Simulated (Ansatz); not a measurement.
CaSe, NiAs type, relaxed with r2SCAN: the symmetry is P6_3/mmc (No. 194, hexagonal); a = 4.132 Å, c = 7.163 Å in the conventional setting, 26.47 Å³ an atom. Ca is surrounded by 6 Se at 2.98 Å; Se is surrounded by 6 Ca at 2.98 Å. One-shot G0W0@PBE in Ansatz 0.2.0 on a 6×6×2 mesh (contour deformation, no spin-orbit coupling), from a PBE gap of 2.202 eV over the mesh points (the G0W0 gap is indirect on the mesh); the number N of bands summed and the screening cutoff rise together. No spin polarisation. The prototype was imposed, so other structures may be more stable.

| N | cutoff (eV) | 1000/N | G0W0 gap (eV) |
| --- | --- | --- | --- |
| 198 | 80 | 5.051 | 3.803 |
| 424 | 140 | 2.358 | 3.967 |

Q: Lay a straight line in 1000/N through these rows.

A: The slope is -0.0609 eV per unit of 1000/N and the intercept 4.111 eV.

Q: Predict the gap at N = 757 (210 eV).

A: 4.111 + (-0.0609) × 1.321 = 4.031 eV; the run gives 4.034 eV, +0.003 eV from the line.

Q: With that run's result added, what limit do the last two rows suggest?

A: Their slope is (4.034 − 3.967)/(1.321 − 2.358) = -0.0646, which meets 1/N = 0 at 4.12 eV, against 4.111 eV from the first line. The two lines nearly agree; the k mesh isn't extrapolated.

Spin-orbit coupling is left out.
